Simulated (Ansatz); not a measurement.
The system is CoO.

```
Co O
1.0
     1.60222    0.92504    2.56647
    -1.60222    0.92504    2.56647
     0.00000   -1.85008    2.56647
Co O
1 1
Cartesian
  0.0000 0.0000 7.6915
  0.0000 0.0000 5.7824
```

Measurements of this composition are mostly on another form, of space group No. 225.

```yaml
Program: Ansatz 0.2.0
Task: relaxation of cell and atoms
Functional: PBE
Potentials_or_basis: Ansatz PAW
Cutoff: "420 eV (not typed: the program's choice for these potentials)"
k_mesh: 10 × 10 × 10
Occupations: fermi-dirac, width 0.05 eV
Spin: collinear spin, ferromagnetic start
Starting_moments: "[2.0, 0.0] μB"
```

At the start: volume 11.41 Å³/atom.

Q: Where does the relaxation end?

A: It ends after 7 steps and the volume is 11.39 Å³/atom (-0.2 %); space group F-43m (No. 216, to 0.05 Å); moment 2.76 μB per cell.

The path:
```
step  energy change (eV)  largest force (eV/Å)  volume (Å³)
   1              0.0000                0.2603        22.82
   2             -0.0033                0.1928        22.80
   3             -0.0065                0.0479        22.77
   4             -0.0069                0.0002        22.78
   5             -0.0068                0.0001        22.78
   6             -0.0068                0.0001        22.77
   7             -0.0068                0.0001        22.77
```

Final structure:
```cif
data_structure
_symmetry_space_group_name_H-M 'P 1'
_symmetry_Int_Tables_number 1
_cell_length_a 3.1811
_cell_length_b 3.1811
_cell_length_c 3.1811
_cell_angle_alpha 60.020
_cell_angle_beta 60.020
_cell_angle_gamma 60.020
_cell_volume 22.77
loop_
_atom_site_label
_atom_site_type_symbol
_atom_site_fract_x
_atom_site_fract_y
_atom_site_fract_z
_atom_site_occupancy
Co1 Co 0.00005 0.00005 0.00005 1
O1 O 0.74995 0.74995 0.74995 1
```

Caveat: the plane-wave basis is chosen anew once the cell has moved, so the energies of steps on either side of that aren't comparable; the pressure holds a Pulay correction of +0.7 GPa for the finite cutoff; a cell with one magnetic atom can't hold antiferromagnetic order, which such compounds often take.
